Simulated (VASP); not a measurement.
# Co (P6_3/mmc) in VASP: a series of runs

The runs below take Co through relaxation of cell and atoms, with PBE.

Program: VASP 6.6.1. These are calculated values, not measurements. Logs are shortened: lines on timing, memory, paths and dates and some standing lists are left out, and cuts for length are marked.

## (1) The crystal as given

It takes space group P6_3/mmc (No. 194, hexagonal). The conventional cell has a = 2.507 Å, b = 2.507 Å, c = 4.070 Å, α = 90.00°, β = 90.00°, γ = 120.00°. Around Co (site symmetry -6m2) lie 12 Co at 2.50 to 2.51 Å.

## (2) Relaxation of cell and atoms, PBE, collinear spin, ferromagnetic start

INCAR reads:

```
SYSTEM = Co
  PREC = Accurate
  ENCUT = 520
  EDIFF = 1E-7
  ISMEAR = 0
  SIGMA = 0.1
  LREAL = .False.
  LASPH = .True.
  NELM = 150
  ALGO = Normal
  ISIF = 3
  LWAVE = .False.
  LCHARG = .False.
  ISPIN = 2
  MAGMOM = 1.5 1.5
  LORBIT = 11
  LMAXMIX = 4
  GGA = PE
  IBRION = 2
  NSW = 80
  EDIFFG = -0.002
```

KPOINTS reads:

```
Automatic mesh
0
Gamma
  12 12 6
  0 0 0
```

POSCAR reads:

```
Co
1.0
    2.5074000000      0.0000000000      0.0000000000
   -1.2537000000      2.1714721000      0.0000000000
    0.0000000000      0.0000000000      4.0699000000
Co
2
Direct
    0.3333333300      0.6666666700      0.2500000000
    0.6666666700      0.3333333300      0.7500000000
```

Potentials or basis: VASP PAW PBE potentials, release 64 (Co).

On the command line:

```
$ cat potpaw_PBE.64/Co/POTCAR > POTCAR
$ mpirun -np 1 vasp_std > vasp.out
```

OUTCAR:

```text
SYSTEM = Co
   PREC = Accurate
   ENCUT = 520
   EDIFF = 1E-7
   ISMEAR = 0
   LREAL = .False.
   LASPH = .True.
   NELM = 150
   ISIF = 3
   ISPIN = 2
   LORBIT = 11
   GGA = PE
   IBRION = 2
   NSW = 80
   EDIFFG = -0.002

 ion  position               nearest neighbor table
   1  0.333  0.667  0.250-   2 2.50   2 2.50   2 2.50   2 2.50   2 2.50   2 2.50
   2  0.667  0.333  0.750-   1 2.50   1 2.50   1 2.50   1 2.50   1 2.50   1 2.50

  LATTYP: Found a hexagonal cell.
 ALAT       =     2.5074000000
 C/A-ratio  =     1.6231554598

  Lattice vectors:

 A1 = (   2.5074000000,   0.0000000000,   0.0000000000)
 A2 = (  -1.2537000000,   2.1714721000,   0.0000000000)
 A3 = (   0.0000000000,   0.0000000000,   4.0699000000)

Analysis of symmetry for initial positions (statically):
=====================================================================
 Subroutine PRICEL returns:
 Original cell was already a primitive cell.

 Routine SETGRP: Setting up the symmetry group for a
 hexagonal supercell.

 Subroutine GETGRP returns: Found 24 space group operations
 (whereof 12 operations were pure point group operations)
 out of a pool of 24 trial point group operations.

The static configuration has the point symmetry D_3d.
 The point group associated with its full space group is D_6h.

Analysis of symmetry for dynamics (positions and initial velocities):
=====================================================================
 Subroutine PRICEL returns:
 Original cell was already a primitive cell.

 Routine SETGRP: Setting up the symmetry group for a
 hexagonal supercell.

 Subroutine GETGRP returns: Found 24 space group operations
 (whereof 12 operations were pure point group operations)
 out of a pool of 24 trial point group operations.

The dynamic configuration has the point symmetry D_3d.
 The point group associated with its full space group is D_6h.

Analysis of structural, dynamic, and magnetic symmetry:
=====================================================================
 Subroutine PRICEL returns:
 Original cell was already a primitive cell.

 Routine SETGRP: Setting up the symmetry group for a
 hexagonal supercell.

 Subroutine GETGRP returns: Found 24 space group operations
 (whereof 12 operations were pure point group operations)
 out of a pool of 24 trial point group operations.

The overall configuration has the point symmetry D_3d.
 The point group associated with its full space group is D_6h.

 Subroutine INISYM returns: Found 24 space group operations
 (whereof 12 operations are pure point group operations),
 and found     1 'primitive' translations

----------------------------------------------------------------------------------------

                                     Primitive cell

  volume of cell :      22.1596

  direct lattice vectors                    reciprocal lattice vectors
     2.507400000  0.000000000  0.000000000     0.398819494  0.230258542  0.000000000
    -1.253700000  2.171472100  0.000000000     0.000000000  0.460517084  0.000000000
     0.000000000  0.000000000  4.069900000     0.000000000  0.000000000  0.245706283

  length of vectors
     2.507400000  2.507400002  4.069900000     0.460517085  0.460517084  0.245706283

  position of ions in fractional coordinates (direct lattice)
     0.333333330  0.666666670  0.250000000
     0.666666670  0.333333330  0.750000000

  ion indices of the primitive-cell ions
   primitive index   ion index
                 1           1
                 2           2

----------------------------------------------------------------------------------------

 KPOINTS: Automatic mesh

Automatic generation of k-mesh.
 Grid dimensions read from file:
 generate k-points for:   12   12    6

 Generating k-lattice:

  Cartesian coordinates                     Fractional coordinates (reciprocal lattice)
     0.033234958  0.019188212  0.000000000     0.083333333  0.000000000  0.000000000
     0.000000000  0.038376424  0.000000000     0.000000000  0.083333333  0.000000000
     0.000000000  0.000000000  0.040951047     0.000000000  0.000000000  0.166666667

  Length of vectors
     0.038376424  0.038376424  0.040951047

  Shift w.r.t. Gamma in fractional coordinates (k-lattice)
     0.000000000  0.000000000  0.000000000

 Subroutine IBZKPT returns following result:
 ===========================================

 Found     76 irreducible k-points:

 Following reciprocal coordinates:
            Coordinates               Weight
  0.000000  0.000000  0.000000      1.000000
  0.083333  0.000000  0.000000      6.000000
  0.166667  0.000000  0.000000      6.000000
  0.250000  0.000000  0.000000      6.000000
  0.333333  0.000000  0.000000      6.000000
  0.416667 -0.000000  0.000000      6.000000
[... 16 lines left out ...]
  0.250000  0.000000  0.166667     12.000000
  0.333333  0.000000  0.166667     12.000000
 [... further k-points ...]
   k-points           NKPTS =     76   k-points in BZ     NKDIM =     76   number of bands    NBANDS=     15
   number of dos      NEDOS =    301   number of ions     NIONS =      2
   total plane-waves  NPLWV =  12000
   dimension x,y,z NGX =    20 NGY =   20 NGZ =   30
   dimension x,y,z NGXF=    40 NGYF=   40 NGZF=   60
   ions per type =               2
   NGX,Y,Z   is equivalent  to a cutoff of  13.26, 13.26, 12.25 a.u.
   NGXF,Y,Z  is equivalent  to a cutoff of  26.52, 26.52, 24.51 a.u.
 SYSTEM =  Co
   PREC   = accura    normal or accurate (medium, high low for compatibility)
   ISTART =      0    job   : 0-new  1-cont  2-samecut
   ICHARG =      2    charge: 1-file 2-atom 10-const
   ISPIN  =      2    spin polarized calculation?
   LNONCOLLINEAR =      F non collinear calculations
   LSORBIT =      F    spin-orbit coupling
   LASPH  =      T    aspherical Exc in radial PAW
   ENCUT  =  520.0 eV  38.22 Ry    6.18 a.u.   4.66  4.66  7.57*2*pi/ulx,y,z
   NELM   =    150;   NELMIN=  2; NELMDL= -5     # of ELM steps
   EDIFF  = 0.1E-06   stopping-criterion for ELM
   LREAL  =      F    real-space projection
   EDIFFG = -.2E-02   stopping-criterion for IOM
   NSW    =     80    number of steps for IOM
   IBRION =      2    ionic relax: 0-MD 1-quasi-New 2-CG
   NFREE  =      1    steps in history (QN), initial steepest desc. (CG)
   ISIF   =      3    stress and relaxation
   ISYM   =      2    0-nonsym 1-usesym 2-fastsym
   POTIM  = 0.5000    time-step for ionic-motion
   TEBEG  =    0.0;   TEEND  =   0.0 temperature during run
   PSTRESS=    0.0 pullay stress
   NELECT =      18.0000    total number of electrons
   NUPDOWN=      -1.0000    fix difference up-down
   EMIN   =  10.00;   EMAX   =-10.00  energy-range for DOS
   EFERMI =   0.00;   METHOD = LEGACY
   ISMEAR =     0;   SIGMA  =   0.10  broadening in eV -4-tet -1-fermi 0-gaus
   EFERMI_NEDOS =   21; number of points for ismear=-14 and -15
   IALGO  =     38    algorithm
   IMIX   =      4    mixing-type and parameters
     AMIX     =   0.40;   BMIX     =  1.00
     AMIX_MAG =   1.60;   BMIX_MAG =  1.00
  volume/ion in A,a.u.               =      11.08        74.77
  Fermi-wavevector in a.u.,A,eV,Ry     =   1.527490  2.886538 31.745475  2.333227
  Thomas-Fermi vector in A             =   2.635379
   LORBIT       =     11    0 simple, 1 ext, 2 COOP (PROOUT), +10 PAW based schemes
   GGA     = PE    functional components
   LHFCALC =     F    Hartree Fock is set to
   AEXX    =    0.0000 exact exchange contribution
   IVDW    =     0    specifies the selected vdW correction
   LEPSILON=     F    determine dielectric tensor
   LRPA    =     F    only Hartree local field effects (RPA)
 conjugate gradient relaxation of ions
 spin polarized calculation
 Gauss-broadening in eV      SIGMA  =   0.10
  energy-cutoff  :      520.00
  volume of cell :       22.16
 maximum number of plane-waves:       609
 NGX is ok and might be reduce to    20
   NGX =  9   NGY =  9   NGZ = 15

--------------------------------------- Ionic step        1  -------------------------------------------

 number of electron      18.0000002 magnetization       3.3320117

 Free energy of the ion-electron system (eV)
  ---------------------------------------------------
  ext. energy  EPLUGINS =         0.00000000
  ---------------------------------------------------
  free energy    TOTEN  =       -14.06210741 eV

  energy without entropy =      -14.05144544  energy(sigma->0) =      -14.05677642

 E-fermi :   9.9349     XC(G=0): -13.2819

 val. band max:        9.9331059858   @ k =   0.4167  -0.0000   0.5000
 cond. band min:       9.9362521507   @ k =   0.0833   0.0833   0.1667
 fundamental gap:      0.0031461649
 Fermi energy:         9.9348731058

 spin component 1

 k-point     1 :       0.0000    0.0000    0.0000
  band No.  band energies     occupation
      1       1.1687      1.00000
      2       4.9060      1.00000
      3       7.3337      1.00000
      4       7.3746      1.00000
      5       7.3746      1.00000
      6       7.6703      1.00000
      7       7.6703      1.00000
      8       8.0145      1.00000
      9       8.0145      1.00000
     10       9.0632      1.00000
     11       9.0632      1.00000
     12       9.8535      0.87506
     13      16.0567      0.00000
     14      31.8004      0.00000
     15      34.1836      0.00000
[... 991 lines left out ...]
  energy  without entropy=      -14.0576549192  energy(sigma->0) =      -14.06303483

--------------------------------------- Ionic step        5  -------------------------------------------

 number of electron      17.9999995 magnetization       3.2694872

 Free energy of the ion-electron system (eV)
  ---------------------------------------------------
  ext. energy  EPLUGINS =         0.00000000
  ---------------------------------------------------
  free energy    TOTEN  =       -14.06842149 eV

  energy without entropy =      -14.05767745  energy(sigma->0) =      -14.06304947

 E-fermi :  10.2248     XC(G=0): -13.4057

 val. band max:       10.2164126436   @ k =   0.0833   0.0833   0.1667
 cond. band min:      10.2330179522   @ k =   0.0833   0.0000   0.1667
 fundamental gap:      0.0166053086
 Fermi energy:        10.2247512604

 spin component 1

 k-point     1 :       0.0000    0.0000    0.0000
  band No.  band energies     occupation
      1       1.3442      1.00000
      2       5.1185      1.00000
      3       7.6438      1.00000
      4       7.6495      1.00000
      5       7.6495      1.00000
      6       7.9639      1.00000
      7       7.9639      1.00000
      8       8.3004      1.00000
      9       8.3004      1.00000
     10       9.4103      1.00000
     11       9.4103      1.00000
     12      10.2138      0.56135
     13      16.6437      0.00000
     14      32.1906      0.00000
     15      34.7274      0.00000
[... 879 lines left out ...]
  FREE ENERGIE OF THE ION-ELECTRON SYSTEM (eV)
  ---------------------------------------------------
  free  energy   TOTEN  =       -14.0684214901 eV

  energy  without entropy=      -14.0576774505  energy(sigma->0) =      -14.06304947

 reached required accuracy - stopping structural energy minimisation

 total charge

# of ion       s       p       d       tot
------------------------------------------
    1        0.490   0.523   7.260   8.273
    2        0.490   0.523   7.260   8.273
--------------------------------------------------
tot          0.979   1.046  14.521  16.546

 magnetization (x)

# of ion       s       p       d       tot
------------------------------------------
    1       -0.014  -0.051   1.718   1.653
    2       -0.014  -0.051   1.718   1.653
--------------------------------------------------
tot         -0.027  -0.103   3.436   3.306
```

It took 81 s on 1 thread of Intel Xeon 6975P-C (Granite Rapids), shared host; peak memory 0.17 GiB.

Results:

```yaml
Free_energy: -14.0684 eV
Relaxed_volume: 10.85 Å³/atom
Relaxed_cell: a = 2.495 Å, b = 2.495 Å, c = 4.023 Å, α = 90.00°, β = 90.00°, γ = 120.00°
Space_group_after_relaxing_to_0.05_Å: P6_3/mmc (No. 194)
Energy_gained_by_relaxing: 3.2 meV/atom
Ionic_steps: 5
Pressure_after_relaxing: 0.0 GPa
Band_gap_on_the_k_mesh: none (metal or under the smearing width)
Net_moment: 3.27 μB per cell
Site_moments: Co +1.65 μB
Valence_electrons_inside_the_program's_atomic_spheres: Co 8.27
```

The path:
| step | energy change (eV) | largest force (eV/Å) | pressure (GPa) | volume (Å³) |
| --- | --- | --- | --- | --- |
| 1 | 0.0000 | 0.0000 | -3.97 | 22.16 |
| 2 | -0.0015 | 0.0000 | 3.82 | 21.29 |
| 3 | -0.0061 | 0.0000 | 0.10 | 21.69 |
| 4 | -0.0063 | 0.0000 | 0.03 | 21.69 |
| 5 | -0.0063 | 0.0000 | 0.02 | 21.69 |

Final structure:
```xyz
2
Lattice="2.4953 0.0000 0.0000 -1.2476 2.1610 0.0000 0.0000 0.0000 4.0233" Properties=species:S:1:pos:R:3 pbc="T T T"
Co    0.0000    1.4407    1.0058
Co    1.2476    0.7203    3.0175
```

Levels at points of the mesh, in eV from the Fermi level:
Spin up:
| k point | band 8 | band 9 | band 10 | band 11 | band 12 | band 13 | band 14 | band 15 |
| --- | --- | --- | --- | --- | --- | --- | --- | --- |
| (0.00, 0.00, 0.00) | -1.92 | -1.92 | -0.81 | -0.81 | -0.01 | 6.42 | 21.97 | 24.50 |
| (0.50, 0.00, 0.00) | -0.70 | -0.59 | -0.54 | 1.31 | 3.32 | 9.74 | 10.38 | 12.78 |
| (0.00, 0.00, 0.50) | -2.65 | -1.13 | -1.13 | -1.13 | -1.13 | 15.13 | 15.13 | 22.70 |
| (0.50, 0.00, 0.50) | -1.05 | -0.60 | -0.60 | 1.62 | 1.62 | 7.27 | 7.27 | 18.34 |
Spin down:
```csv
k point,band 5,band 6,band 7,band 8,band 9,band 10
"(0.00, 0.00, 0.00)",-0.91,-0.54,-0.54,-0.14,-0.14,-0.07
"(0.50, 0.00, 0.00)",-1.09,-0.98,-0.56,1.21,1.35,1.38
"(0.00, 0.00, 0.50)",-0.98,-0.98,-0.98,-0.98,0.75,0.75
"(0.50, 0.00, 0.50)",-0.03,-0.03,0.29,0.29,1.31,1.31
```

## (3) Relaxation of cell and atoms, PBE, collinear spin, ferromagnetic start

This run uses another cell than the first one, of 10.85 Å³/atom, 0.979 times its volume.

INCAR is that of step 2.

KPOINTS is that of step 2.

POSCAR reads:

```
Co                                      
1.0
    2.4952955327      0.0000000000      0.0000000000
   -1.2476477663      2.1609893238     -0.0000000000
    0.0000000000     -0.0000000000      4.0232931294
  Co            
     2
Direct
     0.3333333300000021    0.6666666699999979    0.2500000000000000
     0.6666666699999979    0.3333333300000021    0.7500000000000000
```

Potentials or basis: VASP PAW PBE potentials, release 64 (Co).

On the command line:

```
$ cat potpaw_PBE.64/Co/POTCAR > POTCAR
$ mpirun -np 1 vasp_std > vasp.out
```

Run time: 26 s. Hardware: 1 thread of Intel Xeon 6975P-C (Granite Rapids), shared host; peak memory 0.16 GiB.

The run converged. Its results:

- Free energy: -14.0684 eV
- Pressure after relaxing: 0.0 GPa
- Band gap on the k mesh: none (metal or under the smearing width)
- Net moment: 3.27 μB per cell
- Site moments: Co +1.65 μB
- Valence electrons inside the program's atomic spheres: Co 8.27

Final structure:
```yaml
crystal:
  lattice:
    - [2.49530, 0.00000, 0.00000]
    - [-1.24765, 2.16099, 0.00000]
    - [0.00000, 0.00000, 4.02329]
  atoms:
    - { symbol: Co, position: [0.33333, 0.66667, 0.25000] }
    - { symbol: Co, position: [0.66667, 0.33333, 0.75000] }
```

Levels at points of the mesh, in eV from the Fermi level:
Spin up:
| k point | band 9 | band 10 | band 11 | band 12 | band 13 | band 14 |
| --- | --- | --- | --- | --- | --- | --- |
| (0.00, 0.00, 0.00) | -1.92 | -0.81 | -0.81 | -0.01 | 6.42 | 21.97 |
| (0.50, 0.00, 0.00) | -0.59 | -0.54 | 1.31 | 3.32 | 9.74 | 10.38 |
| (0.00, 0.00, 0.50) | -1.13 | -1.13 | -1.13 | -1.13 | 15.13 | 15.13 |
| (0.50, 0.00, 0.50) | -0.60 | -0.60 | 1.62 | 1.62 | 7.27 | 7.27 |
Spin down:
```tsv
k point	band 5	band 6	band 7	band 8	band 9	band 10
(0.00, 0.00, 0.00)	-0.91	-0.54	-0.54	-0.14	-0.14	-0.07
(0.50, 0.00, 0.00)	-1.09	-0.98	-0.56	1.21	1.35	1.38
(0.00, 0.00, 0.50)	-0.98	-0.98	-0.98	-0.98	0.75	0.75
(0.50, 0.00, 0.50)	-0.03	-0.03	0.29	0.29	1.31	1.31
```

Caveat: the relaxation stopped at its first step, so nothing moved.
